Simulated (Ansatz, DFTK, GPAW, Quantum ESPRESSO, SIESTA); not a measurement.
Ti: programs and potentials compared

```
Ti
1.0
    -1.64100    1.64100    1.64100
     1.64100   -1.64100    1.64100
     1.64100    1.64100   -1.64100
Ti
1
Cartesian
  0.0000 0.0000 0.0000
```

This isn't the form of Ti at room conditions, which is hcp.

Alike in all runs: task band structure; functional PBEsol; k mesh 11 × 11 × 11; occupations fermi-dirac, width 0.05 eV; no spin polarisation; no spin-orbit coupling. Pressure is positive in compression and, in plane waves, holds the error of the finite cutoff, which Ansatz's Pulay term estimates and takes out.

```tsv
program and potentials	plane-wave cutoff (eV)	notes	pressure (GPa)
Quantum ESPRESSO, GBRV 1.5 PBEsol	612	12 valence electrons an atom on average	-6.79
SIESTA, files PseudoDojo sr-pbesol-0.4.1-standard, DZP (energy shift 0.003 Ry; two zetas on semicore shells)	-	atomic basis; 12 valence electrons an atom on average	-6.70
Quantum ESPRESSO, PseudoDojo 0.4 SR PBEsol stringent	1143	12 valence electrons an atom on average	-6.67
Ansatz, all-electron LAPW, scalar-relativistic	-	-	-6.78
DFTK, PseudoDojo SR PBEsol 0.4.1 standard (PBEsol)	1143	12 valence electrons an atom on average	-6.72
GPAW, PAW data sets generated for this functional	600	12 valence electrons an atom on average	-7.22
Ansatz, PAW datasets made for the crystal	260	4 valence electrons an atom on average	-6.78
```

The pressure spans -7.22 (GPAW, PAW data sets generated for this functional) to -6.67 GPa (Quantum ESPRESSO, PseudoDojo 0.4 SR PBEsol stringent), with all-electron results at -6.78. Rows in atomic bases carry the error of their basis and grid, which can be large.

Differences between rows come from potentials, basis sets and numerical settings, since the functional is the same but for its coding. Runs on potential files found faulty are left out.
